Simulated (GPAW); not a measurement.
A run of GPAW 26.7.0 is set up as follows.

run.py

```python
import json
import numpy as np
from ase import Atoms
from ase.calculators.mixing import SumCalculator
from ase.constraints import FixSymmetry
from ase.filters import FrechetCellFilter
from ase.io import write
from ase.optimize import BFGS
from dftd4.ase import DFTD4
from phonopy import Phonopy
from phonopy.structure.atoms import PhonopyAtoms
from gpaw import GPAW, PW, setup_paths

setup_paths.insert(0, '.')

atoms = Atoms(['Pt'],
              cell=[[0.0, 1.9609, 1.9609],
                    [1.9609, 0.0, 1.9609],
                    [1.9609, 1.9609, 0.0]],
              scaled_positions=[[0.0, 0.0, 0.0]],
              pbc=True)

calc = GPAW(mode=PW(600),
            xc='AM05',
            kpts={'size': (12, 12, 12), 'gamma': True},
            occupations={'name': 'fermi-dirac', 'width': 0.05},
            nbands=17,
            convergence={'density': 1e-06, 'eigenstates': 1e-09},
            maxiter=150,
            txt='gpaw.txt')
atoms.calc = SumCalculator([calc, DFTD4(method='am05')])
atoms.set_constraint(FixSymmetry(atoms))
BFGS(FrechetCellFilter(atoms), trajectory='relax.traj', logfile='-').run(fmax=0.005, steps=40)
atoms.set_constraint()
energy = atoms.get_potential_energy()
forces = atoms.get_forces()
stress = atoms.get_stress()
calc.write('gs.gpw')
write('result.traj', atoms)
print('Cell:', atoms.cell.cellpar().round(4))
print(atoms.get_scaled_positions().round(5))

def force_constants(scale):
    unit = PhonopyAtoms(symbols=atoms.get_chemical_symbols(), cell=atoms.cell[:] * scale**(1 / 3),
                        scaled_positions=atoms.get_scaled_positions())
    ph = Phonopy(unit, supercell_matrix=np.diag([2, 2, 2]), primitive_matrix=np.eye(3), symprec=1e-4)
    ph.generate_displacements(distance=0.01)
    forces = []
    for i, sc in enumerate(ph.supercells_with_displacements):
        a = Atoms(sc.symbols, cell=sc.cell, scaled_positions=sc.scaled_positions, pbc=True)
        c = GPAW(mode=PW(510),
                 xc='AM05',
                 kpts={'size': (6, 6, 6), 'gamma': True},
                 occupations={'name': 'fermi-dirac', 'width': 0.05},
                 nbands=94,
                 convergence={'density': 1e-06, 'eigenstates': 1e-09},
                 maxiter=150,
                 txt=f'disp-{scale:.3f}-{i:02d}.txt')
        a.calc = SumCalculator([c, DFTD4(method='am05')])
        f = a.get_forces()
        forces.append(f - f.mean(axis=0))
        print(f'displacement {i}: drift', f.mean(axis=0).round(5), flush=True)
    ph.forces = forces
    ph.produce_force_constants()
    ph.symmetrize_force_constants()
    return ph

qpoints = [[0.0, 0.0, 0.0], [0.0, 0.0, 0.5], [0.0, 0.5, 0.0], [0.0, 0.5, 0.5], [0.5, 0.0, 0.0], [0.5, 0.0, 0.5], [0.5, 0.5, 0.0], [0.5, 0.5, 0.5]]
results = {}
for scale in [1.0]:
    ph = force_constants(scale)
    ph.run_qpoints(qpoints)
    nu = ph.qpoints.frequencies * 33.35641  # THz to cm^-1
    results[f'{scale:.3f}'] = nu.tolist()
    for qp, f in zip(qpoints, nu):
        print(scale, np.round(qp, 4), f.round(2))

path = atoms.cell.bandpath('GXWKGLUWLK,UX', npoints=60, eps=1e-4)
ph.run_qpoints(path.kpts)
results['path'] = (ph.qpoints.frequencies * 33.35641).tolist()
results['path_q'] = path.kpts.tolist()
x, ticks, names = path.get_linear_kpoint_axis()
results['axis'] = [x.tolist(), list(ticks), names]
ph.run_mesh([15, 15, 15], is_gamma_center=True)
ph.run_thermal_properties(temperatures=[0, 100, 200, 300, 500, 800], cutoff_frequency=0.05)
tp = ph.thermal_properties
results['thermal'] = [list(v) for v in (tp.temperatures, tp.free_energy, tp.entropy, tp.heat_capacity)]
for t, fv, s, cv in zip(*results['thermal']):
    print(f'{t:6.0f} K  F {fv:9.4f} kJ/mol  S {s:9.4f} J/K/mol  Cv {cv:9.4f} J/K/mol')
json.dump(results, open('phonons.json', 'w'))
```

Potentials or basis: PAW data sets generated in the run's folder for this functional, pw.

The run is started by

```sh
$ gpaw-setup -f AM05 Pt
$ OMP_NUM_THREADS=1 python run.py
```

Task: Predict the highest phonon frequency.

Result: 207 cm⁻¹.

Task: Predict the dispersion energy per atom.

Result: -0.461 eV.

Task: What does it give for the space group after relaxing (to 0.05 Å)?

Result: Fm-3m (No. 225).

Task: Predict the band gap on the k mesh.

Result: None (metal or under the smearing width).

Final structure:
```cif
data_structure
_symmetry_space_group_name_H-M 'P 1'
_symmetry_Int_Tables_number 1
_cell_length_a 2.7496
_cell_length_b 2.7496
_cell_length_c 2.7496
_cell_angle_alpha 60.000
_cell_angle_beta 60.000
_cell_angle_gamma 60.000
_cell_volume 14.70
loop_
_atom_site_label
_atom_site_type_symbol
_atom_site_fract_x
_atom_site_fract_y
_atom_site_fract_z
_atom_site_occupancy
Pt1 Pt 0.00000 0.00000 0.00000 1
```

Caveat: phonon bands are interpolated from a small supercell. The run has no spin-orbit coupling, so splittings on Pt are missing.
